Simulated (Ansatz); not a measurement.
## Ge under changes of volume

One of the cells (22.833 Å³/atom); the others are scaled copies at fixed shape and fractional positions:

```
Ge
1.0
     3.99759    0.00000    0.00000
    -1.99879    3.46201    0.00000
     0.00000    0.00000    6.59938
Ge
4
Direct
  0.33333 0.66667 0.93710
  0.66667 0.33333 0.43710
  0.33333 0.66667 0.56290
  0.66667 0.33333 0.06290
```

This isn't the form of Ge at room conditions, which is diamond.

```yaml
Program: Ansatz 0.2.0
Functional: PBEsol
Potentials_or_basis: Ansatz PAW
Cutoff: "420 eV (not typed: the program's choice for these potentials)"
k_mesh: 8 × 8 × 4
Occupations: fermi-dirac, width 0.05 eV
Spin: no spin polarisation
```

```tsv
volume (Å³/atom)	energy over the lowest point (meV/atom)	pressure (GPa)	largest force (eV/Å)
21.463	18.83	4.8	0.025
21.920	7.91	2.9	0.015
22.377	1.85	1.4	0.008
22.833	0.00	0.0	0.005
23.290	1.90	-1.3	0.002
23.747	?	?	?
24.203	15.63	-3.4	0.019
```

Problem. What does the run at 23.747 Å³/atom give?

Solution. Energy over the lowest point 7.24 meV/atom; pressure -2.4 GPa; largest force 0.010 eV/Å.

Worked out: A Birch-Murnaghan fit of order 3 (a polynomial in V^(-2/3)) to the other rows has its minimum at 22.82 Å³/atom with B0 = V·E''(V) = 67 GPa and B' = 4.6 at fixed shape and positions, which overstates the stiffness. It gives 7.27 meV/atom at 23.747 Å³/atom, against the run's 7.24, and -dE/dV = -2.4 GPa, against -2.4.

Energies are extrapolated to zero smearing.

Caveats: the PAW data sets come from PBE, with cores solved anew for the run's functional, which leaves a small shift of forces and pressure.
